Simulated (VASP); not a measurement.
# Al (P-1) in VASP: relaxation of cell and atoms with PBE

Aim: the relaxation of cell and atoms of Al with PBE.

Program: VASP 6.6.1. These are calculated values, not measurements. Logs are shortened: lines on timing, memory, paths and dates and some standing lists are left out, and cuts for length are marked.

## 1. The cell of the first run

The typed cell holds 2 atoms: a = 3.182 Å, b = 3.182 Å, c = 3.182 Å, α = 90.00°, β = 90.00°, γ = 90.00°.

This isn't the form of Al at room conditions, which is fcc.

## 2. Relaxation of cell and atoms, PBE (a zone-boundary wave of random shape, sigma 0.4 Å)

File INCAR:

```
SYSTEM = Al
PREC     = Accurate       ! precision mode
ENCUT    = 600            ! plane-wave cutoff, eV
EDIFF    = 1E-7           ! SCF threshold, eV
ISMEAR   = 1              ! smearing method
SIGMA    = 0.1            ! smearing width, eV
LREAL    = .FALSE.        ! projectors in reciprocal space
LASPH    = .TRUE.         ! aspherical terms in the spheres
NELM     = 80             ! most SCF steps
ALGO     = Normal         ! electronic algorithm
ISIF     = 3              ! what is computed and relaxed
LWAVE    = .FALSE.        ! write WAVECAR
LCHARG   = .FALSE.        ! write CHGCAR
GGA      = PE             ! functional
IBRION   = 2              ! ionic algorithm
NSW      = 60             ! ionic steps
EDIFFG   = -0.02          ! ionic threshold
```

File KPOINTS:

```
Automatic mesh
0
G
  8 8 8
  0 0 0
```

File POSCAR:

```
Al
1.0
    0.0000000000     -3.1824373800      0.0000000000
   -3.1824373800      0.0000000000      0.0000000000
    0.0000000000      0.0000000000     -3.1824373800
Al
2
Direct
    0.6754911700      0.5651724500      0.5358184800
    0.8245088300      0.9348275500      0.9641815200
```

Potentials or basis: VASP PAW PBE potentials, release 64 (Al).

On the command line:

```
$ cat potpaw_PBE.64/Al/POTCAR > POTCAR
$ mpirun -np 1 vasp_std > vasp.out
```

OUTCAR:

```text
SYSTEM = Al
   PREC = Accurate
   ENCUT = 600
   EDIFF = 1E-7
   ISMEAR = 1
   LREAL = .FALSE.
   LASPH = .TRUE.
   NELM = 80
   ISIF = 3
   GGA = PE
   IBRION = 2
   NSW = 60
   EDIFFG = -0.02

 ion  position               nearest neighbor table
   1  0.675  0.565  0.536-   2 1.86   2 2.22   2 2.47   2 2.75   2 3.25
   2  0.825  0.935  0.964-   1 1.86   1 2.22   1 2.47   1 2.75   1 3.25

  LATTYP: Found a simple cubic cell.
 ALAT       =     3.1824373800

  Lattice vectors:

 A1 = (   0.0000000000,  -3.1824373800,   0.0000000000)
 A2 = (  -3.1824373800,   0.0000000000,   0.0000000000)
 A3 = (   0.0000000000,   0.0000000000,  -3.1824373800)

Analysis of symmetry for initial positions (statically):
=====================================================================
 Subroutine PRICEL returns:
 Original cell was already a primitive cell.

 Routine SETGRP: Setting up the symmetry group for a
 simple cubic supercell.

 Subroutine GETGRP returns: Found  2 space group operations
 (whereof  1 operations were pure point group operations)
 out of a pool of 48 trial point group operations.

The static configuration has the point symmetry C_1 .
 The point group associated with its full space group is S_2 .

Analysis of symmetry for dynamics (positions and initial velocities):
=====================================================================
 Subroutine PRICEL returns:
 Original cell was already a primitive cell.

 Routine SETGRP: Setting up the symmetry group for a
 simple cubic supercell.

 Subroutine GETGRP returns: Found  2 space group operations
 (whereof  1 operations were pure point group operations)
 out of a pool of 48 trial point group operations.

The dynamic configuration has the point symmetry C_1 .
 The point group associated with its full space group is S_2 .

 Subroutine INISYM returns: Found  2 space group operations
 (whereof  1 operations are pure point group operations),
 and found     1 'primitive' translations

----------------------------------------------------------------------------------------

                                     Primitive cell

  volume of cell :      32.2314

  direct lattice vectors                    reciprocal lattice vectors
     0.000000000 -3.182437380  0.000000000     0.000000000 -0.314224565  0.000000000
    -3.182437380  0.000000000  0.000000000    -0.314224565  0.000000000  0.000000000
     0.000000000  0.000000000 -3.182437380     0.000000000  0.000000000 -0.314224565

  length of vectors
     3.182437380  3.182437380  3.182437380     0.314224565  0.314224565  0.314224565

  position of ions in fractional coordinates (direct lattice)
     0.675491170  0.565172450  0.535818480
     0.824508830  0.934827550  0.964181520

  ion indices of the primitive-cell ions
   primitive index   ion index
                 1           1
                 2           2

----------------------------------------------------------------------------------------

 KPOINTS: Automatic mesh

Automatic generation of k-mesh.
 Grid dimensions read from file:
 generate k-points for:    8    8    8

 Generating k-lattice:

  Cartesian coordinates                     Fractional coordinates (reciprocal lattice)
     0.000000000 -0.039278071  0.000000000     0.125000000  0.000000000  0.000000000
    -0.039278071  0.000000000  0.000000000     0.000000000  0.125000000  0.000000000
     0.000000000  0.000000000 -0.039278071     0.000000000  0.000000000  0.125000000

  Length of vectors
     0.039278071  0.039278071  0.039278071

  Shift w.r.t. Gamma in fractional coordinates (k-lattice)
     0.000000000  0.000000000  0.000000000

 Subroutine IBZKPT returns following result:
 ===========================================

 Found    260 irreducible k-points:

 Following reciprocal coordinates:
            Coordinates               Weight
  0.000000  0.000000  0.000000      1.000000
  0.125000  0.000000  0.000000      2.000000
  0.000000  0.125000  0.000000      2.000000
  0.000000  0.000000  0.125000      2.000000
  0.250000  0.000000  0.000000      2.000000
  0.000000  0.250000  0.000000      2.000000
[... 16 lines left out ...]
 -0.125000  0.250000  0.000000      2.000000
 -0.250000  0.000000  0.125000      2.000000
 [... further k-points ...]
   k-points           NKPTS =    260   k-points in BZ     NKDIM =    260   number of bands    NBANDS=      7
   number of dos      NEDOS =    301   number of ions     NIONS =      2
   total plane-waves  NPLWV =  21952
   dimension x,y,z NGX =    28 NGY =   28 NGZ =   28
   dimension x,y,z NGXF=    56 NGYF=   56 NGZF=   56
   ions per type =               2
   NGX,Y,Z   is equivalent  to a cutoff of  14.63, 14.63, 14.63 a.u.
   NGXF,Y,Z  is equivalent  to a cutoff of  29.25, 29.25, 29.25 a.u.
 SYSTEM =  Al
   PREC   = accura    normal or accurate (medium, high low for compatibility)
   ISTART =      0    job   : 0-new  1-cont  2-samecut
   ICHARG =      2    charge: 1-file 2-atom 10-const
   ISPIN  =      1    spin polarized calculation?
   LNONCOLLINEAR =      F non collinear calculations
   LSORBIT =      F    spin-orbit coupling
   LASPH  =      T    aspherical Exc in radial PAW
   ENCUT  =  600.0 eV  44.10 Ry    6.64 a.u.   6.36  6.36  6.36*2*pi/ulx,y,z
   NELM   =     80;   NELMIN=  2; NELMDL= -5     # of ELM steps
   EDIFF  = 0.1E-06   stopping-criterion for ELM
   LREAL  =      F    real-space projection
   EDIFFG = -.2E-01   stopping-criterion for IOM
   NSW    =     60    number of steps for IOM
   IBRION =      2    ionic relax: 0-MD 1-quasi-New 2-CG
   NFREE  =      1    steps in history (QN), initial steepest desc. (CG)
   ISIF   =      3    stress and relaxation
   ISYM   =      2    0-nonsym 1-usesym 2-fastsym
   POTIM  = 0.5000    time-step for ionic-motion
   TEBEG  =    0.0;   TEEND  =   0.0 temperature during run
   PSTRESS=    0.0 pullay stress
   NELECT =       6.0000    total number of electrons
   NUPDOWN=      -1.0000    fix difference up-down
   EMIN   =  10.00;   EMAX   =-10.00  energy-range for DOS
   EFERMI =   0.00;   METHOD = LEGACY
   ISMEAR =     1;   SIGMA  =   0.10  broadening in eV -4-tet -1-fermi 0-gaus
   EFERMI_NEDOS =   21; number of points for ismear=-14 and -15
   IALGO  =     38    algorithm
   IMIX   =      4    mixing-type and parameters
     AMIX     =   0.40;   BMIX     =  1.00
     AMIX_MAG =   1.60;   BMIX_MAG =  1.00
  volume/ion in A,a.u.               =      16.12       108.75
  Fermi-wavevector in a.u.,A,eV,Ry     =   0.934757  1.766435 11.888371  0.873771
  Thomas-Fermi vector in A             =   2.061595
   LORBIT       =      0    0 simple, 1 ext, 2 COOP (PROOUT), +10 PAW based schemes
   GGA     = PE    functional components
   LHFCALC =     F    Hartree Fock is set to
   AEXX    =    0.0000 exact exchange contribution
   IVDW    =     0    specifies the selected vdW correction
   LEPSILON=     F    determine dielectric tensor
   LRPA    =     F    only Hartree local field effects (RPA)
 conjugate gradient relaxation of ions
 non-spin polarized calculation
 Methfessel and Paxton  Order N= 1 SIGMA  =   0.10
  energy-cutoff  :      600.00
  volume of cell :       32.23
 maximum number of plane-waves:      1108
 NGX is ok and might be reduce to    28
   NGX = 13   NGY = 13   NGZ = 13

--------------------------------------- Ionic step        1  -------------------------------------------

 number of electron       6.0000000 magnetization

 Free energy of the ion-electron system (eV)
  ---------------------------------------------------
  ext. energy  EPLUGINS =         0.00000000
  ---------------------------------------------------
  free energy    TOTEN  =        -2.77727376 eV

  energy without entropy =       -2.77683969  energy(sigma->0) =       -2.77712907

------------------------ aborting loop because EDIFF is reached ----------------------------------------

  FORCE on cell =-STRESS in cart. coord.  units (eV):
  Direction    XX          YY          ZZ          XY          YZ          ZX
  --------------------------------------------------------------------------------------
  -------------------------------------------------------------------------------------
  Total       12.8689437     -0.0835260     17.8137116      4.5151456      3.4220066      6.2620545
  in kB      639.6963621     -4.1519543    885.4935411    224.4412840    170.1029437    311.2775662
  external PRESSURE =     507.0126496 kB  Pullay stress =       0.0000000 kB
[... 581 lines left out ...]
 k-point    24 :      -0.2500    0.0000    0.1250
  band No.  band energies     occupation
      1      -2.1899      2.00000
      2       4.9766      2.00000
      3       6.7640      2.00001
      4       9.1146     -0.00000
      5      11.0723      0.00000
      6      12.2381      0.00000
      7      13.3580      0.00000

 [... further k-points ...]

[... ionic steps 4 to 29 ...]

--------------------------------------- Ionic step       30  -------------------------------------------

 number of electron       6.0000000 magnetization

------------------------ aborting loop because EDIFF is reached ----------------------------------------

  FORCE on cell =-STRESS in cart. coord.  units (eV):
  Direction    XX          YY          ZZ          XY          YZ          ZX
  --------------------------------------------------------------------------------------
  -------------------------------------------------------------------------------------
  Total        0.0359379     -0.0683538     -0.0256600      0.0790912     -0.0028866      0.0067671
  in kB        1.7427652     -3.3147347     -1.2443487      3.8354274     -0.1399836      0.3281609
  external PRESSURE =      -0.9387727 kB  Pullay stress =       0.0000000 kB
[... 57 lines left out ...]
  energy  without entropy=       -7.4986058744  energy(sigma->0) =       -7.49843457

--------------------------------------- Ionic step       32  -------------------------------------------

 number of electron       6.0000000 magnetization

 Free energy of the ion-electron system (eV)
  ---------------------------------------------------
  ext. energy  EPLUGINS =         0.00000000
  ---------------------------------------------------
  free energy    TOTEN  =        -7.49865748 eV

  energy without entropy =       -7.49864399  energy(sigma->0) =       -7.49865299

 E-fermi :   8.0024     XC(G=0): -10.1921

 val. band max:        7.9905141820   @ k =   0.2500  -0.3750   0.3750
 cond. band min:       8.0079058376   @ k =  -0.2500   0.3750   0.3750
 fundamental gap:      0.0173916557
 Fermi energy:         8.0024286327

 k-point     1 :       0.0000    0.0000    0.0000
  band No.  band energies     occupation
      1      -3.1382      2.00000
      2       5.5401      2.00000
      3       7.0391      2.00000
      4      12.8587      0.00000
      5      12.9021      0.00000
      6      13.1814      0.00000
      7      16.4703      0.00000
[... 259 lines left out ...]
  FREE ENERGIE OF THE ION-ELECTRON SYSTEM (eV)
  ---------------------------------------------------
  free  energy   TOTEN  =        -7.4986574821 eV

  energy  without entropy=       -7.4986439942  energy(sigma->0) =       -7.49865299

 reached required accuracy - stopping structural energy minimisation
```

It took 11 min on 1 thread of Intel Xeon Platinum 8488C (Sapphire Rapids), shared host; peak memory 0.2 GiB.

Results:

* Free energy: -7.4987 eV
* Relaxed volume: 16.52 Å³/atom
* Relaxed cell: a = 2.914 Å, b = 2.895 Å, c = 3.918 Å, α = 90.06°, β = 89.99°, γ = 88.25°
* Space group after relaxing (to 0.05 Å): Fmmm (No. 69)
* Energy gained by relaxing: 2360.7 meV/atom
* Ionic steps: 32
* Pressure after relaxing: -0.1 GPa
* Largest force after relaxing: 0.018 eV/Å
* Band gap on the k mesh: none (metal or under the smearing width)

Forces in eV/Å, atoms in the order of the input:
```
Al  -0.012  0.010 -0.009
Al   0.012 -0.010  0.009
```

The path:
```tsv
step	energy change (eV)	largest force (eV/Å)	pressure (GPa)	volume (Å³)
1	0.0000	11.9350	50.70	32.23
2	-3.1466	1.1034	-6.44	58.78
3	-3.2260	1.0121	-6.46	57.17
4	-3.2886	0.9472	-6.39	55.80
5	-3.7078	1.2793	-1.79	43.47
6	-3.6578	1.7538	4.50	39.08
7	-3.7104	1.3957	-0.67	42.45
8	-3.7121	1.4372	-0.11	41.95
9	-3.9745	0.7659	-3.72	42.15
10	-4.1136	0.5990	-5.49	42.18
11	-4.0859	0.8439	-4.21	41.77
12	-4.1476	0.7258	-5.41	42.06
13	-4.2810	0.7603	-0.11	37.19
14	-4.2809	0.7609	0.51	36.85
15	-4.4496	0.5377	1.56	34.84
16	-4.4961	0.4123	4.39	32.98
17	-4.5972	0.2804	-2.47	35.21
18	-4.5919	0.3802	-4.60	36.27
19	-4.5996	0.3202	-3.54	35.70
20	-4.6696	0.4120	-2.97	34.68
21	-4.6709	0.4153	-2.82	34.59
22	-4.7037	0.2557	2.05	32.30
23	-4.7050	0.2893	1.13	32.67
24	-4.7160	0.1136	0.14	33.00
25	-4.7163	0.1120	-0.05	33.07
26	-4.7187	0.0872	-0.20	33.11
27	-4.7188	0.0906	-0.18	33.10
28	-4.7203	0.0355	0.04	32.99
29	-4.7206	0.0049	0.18	32.93
30	-4.7211	0.0154	-0.09	33.04
31	-4.7211	0.0145	-0.08	33.03
32	-4.7214	0.0182	-0.08	33.04
```

Final structure:
```cif
data_structure
_symmetry_space_group_name_H-M 'P 1'
_symmetry_Int_Tables_number 1
_cell_length_a 2.9142
_cell_length_b 2.8948
_cell_length_c 3.9183
_cell_angle_alpha 90.057
_cell_angle_beta 89.990
_cell_angle_gamma 88.248
_cell_volume 33.04
loop_
_atom_site_label
_atom_site_type_symbol
_atom_site_fract_x
_atom_site_fract_y
_atom_site_fract_z
_atom_site_occupancy
Al1 Al 0.50059 0.49919 0.49979 1
Al2 Al 0.99941 0.00081 0.00021 1
```
